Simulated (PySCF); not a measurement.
# Nb (Fm-3m) in PySCF: density of states with PBE

Aim: the density of states of Nb with PBE.

All numbers are computed with PySCF 2.14.0; they aren't measurements. Logs are shortened: lines on timing, memory, paths and dates and some standing lists are left out, and cuts for length are marked.

**1. The crystal as given**

Symmetry: Fm-3m, No. 225, cubic system. Conventional cell: a = 4.230 Å, b = 4.230 Å, c = 4.230 Å, α = 90.00°, β = 90.00°, γ = 90.00°. Nb (site symmetry m-3m) is surrounded by 12 Nb at 2.99 Å.

This isn't the form of Nb at room conditions, which is bcc.

**2. Density of states, PBE**

Contents of run.py:

```python
import json
import numpy as np
from pyscf.pbc import gto, scf, dft, df

cell = gto.Cell()
cell.a = '''
  0.0000000000    2.1150000000    2.1150000000
  2.1150000000    0.0000000000    2.1150000000
  2.1150000000    2.1150000000    0.0000000000'''
cell.atom = '''
Nb   0.0000000000    0.0000000000    0.0000000000'''
cell.unit = 'A'
cell.basis = 'DZVP-MOLOPT-SR-GTH-q13'
cell.pseudo = 'GTH-PBE-q13'
cell.ke_cutoff = 103  # hartree
cell.exp_to_discard = 0.02
cell.precision = 1e-08
cell.space_group_symmetry = True
cell.symmorphic = False
cell.max_memory = 5880  # MB
cell.verbose = 4
cell.build()

res = {}
kpts = cell.make_kpts([12, 12, 12], space_group_symmetry=True, time_reversal_symmetry=True)
cell.space_group_symmetry = False  # the mesh holds the operations; no search on the supercells of the integral code
mf = dft.KRKS(cell, kpts, xc='pbe')
mf = mf.multigrid_numint()
mf = mf.smearing(sigma=0.00183747, method='fermi')  # hartree
mf.conv_tol = 1e-07
mf.max_cycle = 60

mf.kernel()
res.update(converged=bool(mf.converged), e_tot=mf.e_tot, nelec=cell.nelectron, nao=cell.nao, mesh=list(map(int, cell.mesh)), a=cell.lattice_vectors().tolist(), coords=cell.atom_coords().tolist(),
           mo_energy=[np.real(x).tolist() for x in mf.mo_energy], mo_occ=[np.real(x).tolist() for x in mf.mo_occ])
res.update(e_free=mf.e_free, e_zero=mf.e_zero)
res.update(kpts=kpts.kpts_scaled_ibz.tolist(), weights=kpts.weights_ibz.tolist())
res['parts'] = {k: float(np.real(v)) for k, v in mf.scf_summary.items() if np.isscalar(v)}
json.dump(res, open('results.json', 'w'))
if not mf.converged:
    raise SystemExit('SCF not converged')

print('levels (eV)')
for i, kp in enumerate(res['kpts'][:40]):
    print('k %7.4f %7.4f %7.4f  ' % tuple(kp), ' '.join('%.3f' % (x * 27.211386) for x in res['mo_energy'][i][:12]))

mf = mf.to_khf()  # unfold to the whole mesh
kpts = mf.kpts
# Mulliken populations
dm, s = np.asarray(mf.make_rdm1()), np.asarray(mf.get_ovlp())
sites = cell.aoslice_by_atom()[:, 2:]
tot = np.einsum('kij,kji->i', dm, s).real / len(kpts)
res['mulliken'] = [cell.atom_charge(i) - tot[a0:a1].sum() for i, (a0, a1) in enumerate(sites)]
print('Mulliken charges', np.round(res['mulliken'], 5))

# density of states, Gaussians of 0.15 eV
e = np.asarray(mf.mo_energy).real.reshape(1, -1) * 27.211386
ef = mf.get_fermi()
ef = np.max(ef) * 27.211386
x = np.arange(-15, 10.01, 0.1) + round(ef, 1)
dos = np.exp(-((x[:, None, None] - e) / 0.15) ** 2 / 2).sum(-1).T / (0.15 * np.sqrt(2 * np.pi) * len(kpts)) * 2
res.update(dos_e=x.tolist(), dos=dos.tolist())
for a, b in zip(x[::5], dos.T[::5]):
    print('%8.2f' % a, ' '.join('%9.4f' % y for y in b))

# density on a uniform mesh
grids = dft.gen_grid.UniformGrids(cell)
grids.mesh = [17, 17, 17]
grids.build()
ni = dft.numint.KNumInt()
rho = [ni.get_rho(cell, x, grids, kpts) for x in [dm]]
np.save('rho.npy', np.reshape(rho, (-1, *grids.mesh)))
res['done'] = True
json.dump(res, open('results.json', 'w'))
```

Potentials or basis: DZVP-MOLOPT-SR/GTH-PBE (potentials made for PBE).

The run is started by

```
$ OMP_NUM_THREADS=4 python -u run.py > log
```

Output:

```text
pyscf/pbc/gto/cell.py:1403: UserWarning: Electron number 13 and spin 0 are not consistent in cell

  warnings.warn('Electron number %d and spin %d are not consistent '
Discarded 0 diffused primitive functions, 0 contracted functions

PySCF version 2.14.0

[INPUT] verbose = 4
[INPUT] num. atoms = 1
[INPUT] num. electrons = 13
[INPUT] charge = 0
[INPUT] spin (= nelec alpha-beta = 2S) = 0
[INPUT] symmetry False subgroup None
[INPUT] Mole.unit = A
[INPUT] Symbol           X                Y                Z      unit          X                Y                Z       unit  Magmom
[INPUT]  1 Nb     0.000000000000   0.000000000000   0.000000000000 AA    0.000000000000   0.000000000000   0.000000000000 Bohr   0.0

nuclear repulsion = -48.4667334156833
number of shells = 4
number of NR pGTOs = 112
number of NR cGTOs = 26
basis = DZVP-MOLOPT-SR-GTH-q13
ecp = {}
lattice vectors  a1 [0.000000000, 3.996770753, 3.996770753]
                 a2 [3.996770753, 0.000000000, 3.996770753]
                 a3 [3.996770753, 3.996770753, 0.000000000]
dimension = 3
low_dim_ft_type = None
Cell volume = 127.69
exp_to_discard = 0.02
rcut = 35.611467091182114 (nimgs = [8 8 8])
precision = 1e-08
pseudo = GTH-PBE-q13
ke_cutoff = 103
    = [27 27 27] mesh (19683 PWs)
[Cell] Point group symbol:  m-3m
time reversal: False
k-points in IBZ                         weights
  0:  0.000000,  0.000000,  0.000000    1/1728
  1:  0.500000,  0.500000,  0.000000    3/1728
  2:  0.500000,  0.500000,  0.500000    4/1728
  3:  0.583333,  0.583333,  0.000000    6/1728
  4:  0.583333,  0.583333,  0.583333    8/1728
  5:  0.666667,  0.666667, -0.000000    6/1728
  6:  0.666667,  0.666667,  0.333333    12/1728
  7:  0.666667,  0.666667,  0.666667    8/1728
  8:  0.750000,  0.416667,  0.416667    24/1728
  9:  0.750000,  0.500000,  0.250000    6/1728
 10:  0.750000,  0.750000,  0.000000    6/1728
 11:  0.750000,  0.750000,  0.250000    24/1728
 12:  0.750000,  0.750000,  0.333333    24/1728
 13:  0.750000,  0.750000,  0.416667    24/1728
 14:  0.750000,  0.750000,  0.500000    12/1728
 15:  0.750000,  0.750000,  0.750000    8/1728
 16:  0.833333,  0.416667,  0.416667    12/1728
 17:  0.833333,  0.500000,  0.333333    12/1728
 18:  0.833333,  0.500000,  0.500000    24/1728
 19:  0.833333,  0.583333,  0.250000    24/1728
 20:  0.833333,  0.583333,  0.333333    48/1728
 21:  0.833333,  0.583333,  0.416667    24/1728
 22:  0.833333,  0.583333,  0.583333    24/1728
 23:  0.833333,  0.666667,  0.333333    24/1728
 24:  0.833333,  0.666667,  0.416667    48/1728
 25:  0.833333,  0.666667,  0.500000    24/1728
 26:  0.833333,  0.833333,  0.000000    6/1728
 27:  0.833333,  0.833333,  0.166667    24/1728
 28:  0.833333,  0.833333,  0.250000    24/1728
 29:  0.833333,  0.833333,  0.333333    24/1728
 30:  0.833333,  0.833333,  0.416667    24/1728
 31:  0.833333,  0.833333,  0.500000    24/1728
 32:  0.833333,  0.833333,  0.583333    24/1728
 33:  0.833333,  0.833333,  0.666667    12/1728
 34:  0.833333,  0.833333,  0.833333    8/1728
 35:  0.916667,  0.500000,  0.416667    12/1728
 36:  0.916667,  0.500000,  0.500000    24/1728
 37:  0.916667,  0.583333,  0.333333    24/1728
 38:  0.916667,  0.583333,  0.416667    48/1728
 39:  0.916667,  0.583333,  0.500000    24/1728
 40:  0.916667,  0.583333,  0.583333    24/1728
 41:  0.916667,  0.666667,  0.250000    24/1728
 42:  0.916667,  0.666667,  0.333333    48/1728
 43:  0.916667,  0.666667,  0.416667    48/1728
 44:  0.916667,  0.666667,  0.500000    48/1728
 45:  0.916667,  0.666667,  0.583333    24/1728
 46:  0.916667,  0.666667,  0.666667    24/1728
 47:  0.916667,  0.750000,  0.166667    24/1728
 48:  0.916667,  0.750000,  0.250000    48/1728
 49:  0.916667,  0.750000,  0.333333    48/1728
 50:  0.916667,  0.750000,  0.416667    48/1728
 51:  0.916667,  0.750000,  0.500000    48/1728
 52:  0.916667,  0.750000,  0.583333    48/1728
 53:  0.916667,  0.750000,  0.666667    24/1728
 54:  0.916667,  0.750000,  0.750000    24/1728
 55:  0.916667,  0.833333,  0.416667    24/1728
 56:  0.916667,  0.833333,  0.500000    48/1728
 57:  0.916667,  0.833333,  0.583333    48/1728
 58:  0.916667,  0.833333,  0.666667    48/1728
 59:  0.916667,  0.833333,  0.750000    24/1728
 60:  0.916667,  0.916667,  0.000000    6/1728
 61:  0.916667,  0.916667,  0.083333    24/1728
 62:  0.916667,  0.916667,  0.166667    24/1728
 63:  0.916667,  0.916667,  0.250000    24/1728
 64:  0.916667,  0.916667,  0.333333    24/1728
 65:  0.916667,  0.916667,  0.416667    24/1728
 66:  0.916667,  0.916667,  0.500000    24/1728
 67:  0.916667,  0.916667,  0.583333    24/1728
 68:  0.916667,  0.916667,  0.666667    24/1728
 69:  0.916667,  0.916667,  0.750000    24/1728
 70:  0.916667,  0.916667,  0.833333    12/1728
 71:  0.916667,  0.916667,  0.916667    8/1728

******** <class 'pyscf.pbc.scf.smearing.SmearingKsymAdaptedKRKS'> ********
method = SmearingKsymAdaptedKRKS
initial guess = minao
damping factor = 0
level_shift factor = 0
DIIS = <class 'pyscf.scf.diis.CDIIS'>
diis_start_cycle = 1
diis_space = 8
diis_damp = 0
SCF conv_tol = 1e-07
SCF conv_tol_grad = None
SCF max_cycles = 60
direct_scf = True
direct_scf_tol = 1e-13

******** PBC SCF flags ********
N kpts (BZ) = 1728
N kpts (IBZ) = 72
Exchange divergence treatment (exxdiv) = ewald
    madelung (= occupied orbital energy shift) = 0.047797567471090235
    Total energy shift due to Ewald probe charge = -1/2 * Nelec*madelung = -0.310684188562
DF object = <pyscf.pbc.df.fft.FFTDF object>
XC functionals = pbe
small_rho_cutoff = 0
Uniform grid, mesh = [27 27 27]
Set gradient conv threshold to 0.000316228
nelec by numeric integration = 12.999999999999947
init E= -57.4341115264367
    sigma = 0.00183747  Optimized mu = 0.66857380791  entropy = 0.196836055321
nelec by numeric integration = 12.999999999999972
    Total E(T) = -57.0753893148194  Free energy = -57.0757509951659  E0 = -57.0755701549926
cycle= 1 E= -57.0753893148194  delta_E= 0.359  |g|=  1.7  |ddm|= 25.9
    sigma = 0.00183747  Optimized mu = 0.62191776406  entropy = 0.328432808615
nelec by numeric integration = 12.999999999999972
    Total E(T) = -57.0817929287859  Free energy = -57.0823964142188  E0 = -57.0820946715024
cycle= 2 E= -57.0817929287859  delta_E= -0.0064  |g|= 1.29  |ddm|= 14.7
    sigma = 0.00183747  Optimized mu = 0.643475610737  entropy = 0.253577149426
nelec by numeric integration = 12.999999999999972
    Total E(T) = -57.094208218919  Free energy = -57.0946741593238  E0 = -57.0944411891214
cycle= 3 E= -57.094208218919  delta_E= -0.0124  |g|= 0.0235  |ddm|= 6.74
    sigma = 0.00183747  Optimized mu = 0.642842959675  entropy = 0.254230222319
nelec by numeric integration = 12.99999999999997
    Total E(T) = -57.09421067872  Free energy = -57.0946778191266  E0 = -57.0944442489233
cycle= 4 E= -57.09421067872  delta_E= -2.46e-06  |g|= 0.000158  |ddm|= 0.11
    sigma = 0.00183747  Optimized mu = 0.642839812329  entropy = 0.254240378113
nelec by numeric integration = 12.999999999999972
    Total E(T) = -57.0942106602324  Free energy = -57.0946778193  E0 = -57.0944442397662
cycle= 5 E= -57.0942106602324  delta_E= 1.85e-08  |g|= 5.8e-06  |ddm|= 0.000822
    sigma = 0.00183747  Optimized mu = 0.642839991635  entropy = 0.254239771692
nelec by numeric integration = 12.999999999999972
    Total E(T) = -57.0942106613469  Free energy = -57.0946778193002  E0 = -57.0944442403235
Extra cycle  E= -57.0942106613469  delta_E= -1.11e-09  |g|= 4.6e-06  |ddm|= 5.41e-05
converged SCF energy = -57.0942106613469
levels (eV)
k  0.0000  0.0000  0.0000   -39.006 -13.255 -13.255 -13.255 11.247 17.573 17.573 17.573 20.141 20.141 32.162 37.908
k  0.5000  0.5000  0.0000   -38.769 -14.329 -13.664 -13.664 13.437 14.166 21.141 22.047 22.638 22.638 30.165 30.165
k  0.5000  0.5000  0.5000   -38.828 -14.405 -13.405 -13.405 13.647 17.399 17.399 18.831 22.086 22.086 27.890 32.487
k  0.5833  0.5833  0.0000   -38.785 -14.263 -13.638 -13.638 13.613 14.331 20.224 21.894 21.969 21.969 31.192 31.192
k  0.5833  0.5833  0.5833   -38.840 -14.332 -13.395 -13.395 13.659 17.487 17.487 18.275 21.748 21.748 28.700 32.917
k  0.6667  0.6667 -0.0000   -38.829 -14.081 -13.564 -13.564 13.914 14.812 18.666 20.644 20.644 21.498 33.558 33.558
k  0.6667  0.6667  0.3333   -38.783 -14.033 -14.023 -13.523 14.933 15.728 17.205 19.559 21.208 25.202 28.730 30.068
k  0.6667  0.6667  0.6667   -38.873 -14.131 -13.368 -13.368 13.562 17.267 17.715 17.715 20.969 20.969 30.582 34.050
k  0.7500  0.4167  0.4167   -38.777 -14.164 -13.887 -13.574 14.421 15.275 17.939 20.076 21.906 26.133 26.801 30.926
k  0.7500  0.5000  0.2500   -38.769 -14.006 -14.006 -13.684 14.815 16.352 16.352 19.370 22.642 27.827 27.827 28.928
k  0.7500  0.7500  0.0000   -38.889 -13.821 -13.463 -13.463 13.567 15.556 18.131 19.368 19.368 21.004 36.299 36.299
k  0.7500  0.7500  0.2500   -38.799 -14.207 -13.712 -13.536 14.544 15.558 17.435 19.251 22.240 24.014 28.014 33.299
k  0.7500  0.7500  0.3333   -38.791 -14.205 -13.801 -13.509 14.848 15.762 17.352 19.011 21.707 25.092 27.181 32.334
k  0.7500  0.7500  0.4167   -38.802 -14.144 -13.827 -13.461 15.212 15.983 16.854 18.878 20.764 24.475 29.039 31.787
k  0.7500  0.7500  0.5000   -38.828 -14.084 -13.740 -13.406 15.123 16.288 16.487 18.793 19.886 23.684 30.977 32.365
k  0.7500  0.7500  0.7500   -38.918 -13.848 -13.331 -13.331 13.035 16.784 17.945 17.945 20.222 20.222 32.910 34.920
k  0.8333  0.4167  0.4167   -38.770 -14.245 -13.797 -13.624 13.917 14.685 19.069 21.045 22.246 25.224 27.864 30.761
k  0.8333  0.5000  0.3333   -38.769 -14.169 -13.837 -13.679 14.368 15.168 17.896 20.138 22.641 26.089 29.124 29.130
k  0.8333  0.5000  0.5000   -38.784 -14.218 -13.743 -13.601 14.085 14.833 18.509 20.483 22.338 24.054 28.764 32.159
k  0.8333  0.5833  0.2500   -38.777 -14.051 -13.971 -13.612 15.059 16.111 16.374 19.473 21.974 26.014 28.703 29.869
k  0.8333  0.5833  0.3333   -38.773 -14.097 -13.921 -13.645 14.791 15.710 16.980 19.630 22.301 26.689 27.653 30.391
k  0.8333  0.5833  0.4167   -38.781 -14.161 -13.806 -13.626 14.582 15.278 17.375 20.229 21.967 25.034 29.958 30.044
k  0.8333  0.5833  0.5833   -38.822 -14.127 -13.609 -13.537 14.326 15.283 17.554 19.535 22.062 22.068 30.736 34.423
k  0.8333  0.6667  0.3333   -38.783 -14.148 -13.860 -13.572 15.300 15.569 16.811 19.276 21.797 26.076 26.998 32.606
k  0.8333  0.6667  0.4167   -38.792 -14.141 -13.822 -13.552 15.178 15.724 16.556 19.517 21.468 24.882 28.791 31.824
k  0.8333  0.6667  0.5000   -38.814 -14.114 -13.721 -13.507 14.949 15.583 16.652 19.817 20.665 23.683 31.069 32.018
k  0.8333  0.8333  0.0000   -38.948 -13.546 -13.360 -13.360 12.500 16.445 18.387 18.387 18.850 20.555 35.138 37.986
k  0.8333  0.8333  0.1667   -38.873 -13.966 -13.454 -13.448 13.913 15.913 17.458 18.718 20.413 21.383 32.674 36.203
k  0.8333  0.8333  0.2500   -38.836 -14.169 -13.519 -13.471 14.281 16.229 17.172 18.488 21.891 21.998 29.850 34.782
k  0.8333  0.8333  0.3333   -38.813 -14.289 -13.580 -13.471 14.373 16.324 17.588 18.253 22.159 23.353 27.780 33.850
k  0.8333  0.8333  0.4167   -38.810 -14.299 -13.618 -13.447 14.450 16.391 17.743 18.142 21.631 23.910 27.582 33.680
k  0.8333  0.8333  0.5000   -38.828 -14.201 -13.619 -13.406 14.513 16.680 17.103 18.210 20.655 23.426 29.281 34.077
k  0.8333  0.8333  0.5833   -38.862 -14.028 -13.574 -13.358 14.280 16.374 17.186 18.463 19.609 22.481 31.800 34.630
k  0.8333  0.8333  0.6667   -38.903 -13.834 -13.482 -13.316 13.497 16.350 17.697 18.678 18.939 21.382 34.071 35.203
k  0.8333  0.8333  0.8333   -38.962 -13.557 -13.293 -13.293 12.188 16.981 17.921 17.921 19.931 19.931 34.166 35.330
k  0.9167  0.5000  0.4167   -38.769 -14.286 -13.711 -13.669 13.705 14.422 19.696 21.450 22.639 24.130 29.623 29.899
k  0.9167  0.5000  0.5000   -38.773 -14.293 -13.692 -13.647 13.618 14.336 20.059 21.625 22.471 23.388 29.633 30.899
k  0.9167  0.5833  0.3333   -38.773 -14.131 -13.923 -13.604 14.511 15.342 17.733 20.032 22.026 26.650 27.002 30.261
k  0.9167  0.5833  0.4167   -38.773 -14.220 -13.787 -13.640 14.100 14.835 18.525 20.725 22.353 25.103 28.480 30.757
k  0.9167  0.5833  0.5000   -38.784 -14.237 -13.683 -13.635 13.887 14.574 19.007 21.288 21.968 23.400 30.605 30.893
Mulliken charges [0.]

WARN: Occupied band above Fermi level:
k=0, mo_e=[-1.433462 -0.487113 -0.487113 -0.487113  0.413327  0.645794  0.645794
  0.645794  0.740182  0.740182  1.181934  1.393098  1.393098  1.393098
  1.81529   1.81529   1.81529   1.987632  1.987632  1.987632  2.145154
  2.145154  2.2459    2.2459    2.2459   13.344264], mo_occ=[2.       2.       2.       2.       2.       0.333894 0.333891 0.333891
 0.       0.       0.       0.       0.       0.       0.       0.
 0.       0.       0.       0.       0.       0.       0.       0.
 0.       0.      ]

    2.50    0.0000
    3.00    0.0000
    3.50    0.0000
    4.00    0.0000
    4.50    0.0000
    5.00    0.0000
    5.50    0.0000
    6.00    0.0000
    6.50    0.0000
    7.00    0.0000
    7.50    0.0000
    8.00    0.0000
    8.50    0.0000
    9.00    0.0000
    9.50    0.0000
   10.00    0.0000
   10.50    0.0000
   11.00    0.0009
   11.50    0.0420
   12.00    0.0917
   12.50    0.0774
   13.00    0.1612
   13.50    0.4647
   14.00    0.9549
   14.50    1.4296
   15.00    1.3564
   15.50    0.9845
   16.00    0.9610
   16.50    1.3948
   17.00    1.4191
   17.50    1.5876
   18.00    1.5682
   18.50    1.0035
   19.00    0.8992
   19.50    1.4375
   20.00    0.6468
   20.50    1.3227
   21.00    0.4139
   21.50    1.3860
   22.00    1.5528
   22.50    0.8234
   23.00    0.1236
   23.50    0.7098
   24.00    0.2586
   24.50    0.3520
   25.00    0.4096
   25.50    0.2889
   26.00    0.2201
   26.50    0.1282
   27.00    0.2862
   27.50    0.4313
```

It took 11 min on 4 threads of Arm Neoverse V1, shared host; peak memory 5.5 GiB.

What came out:

```
Free energy            : -1553.6253 eV
Band gap on the k mesh : none (metal or under the smearing width)
```

Levels at points of the mesh, in eV from the Fermi level:
```tsv
k point	band 4	band 5	band 6	band 7	band 8	band 9
(0.00, 0.00, 0.00)	-30.75	-6.25	0.08	0.08	0.08	2.65
(0.50, 0.50, 0.00)	-31.16	-4.06	-3.33	3.65	4.55	5.15
(0.50, 0.50, 0.50)	-30.90	-3.85	-0.09	-0.09	1.34	4.59
```

States per cell in windows of 0.5 eV (zero at the Fermi level; states under -8 eV left out):
```
from (eV)  total
     -8.0   0.00
     -7.5   0.00
     -7.0   0.00
     -6.5   0.01
     -6.0   0.02
     -5.5   0.04
     -5.0   0.07
     -4.5   0.09
     -4.0   0.36
     -3.5   0.61
     -3.0   0.68
     -2.5   0.58
     -2.0   0.60
     -1.5   0.53
     -1.0   0.61
     -0.5   0.75
      0.0   0.81
      0.5   0.63
      1.0   0.51
      1.5   0.53
      2.0   0.53
      2.5   0.43
      3.0   0.53
      3.5   0.39
      4.0   0.69
      4.5   0.66
      5.0   0.20
      5.5   0.16
      6.0   0.27
      6.5   0.11
      7.0   0.18
      7.5   0.19
```

Caveat: the basis of atomic orbitals isn't converged, which shifts pressures, moduli and gaps.
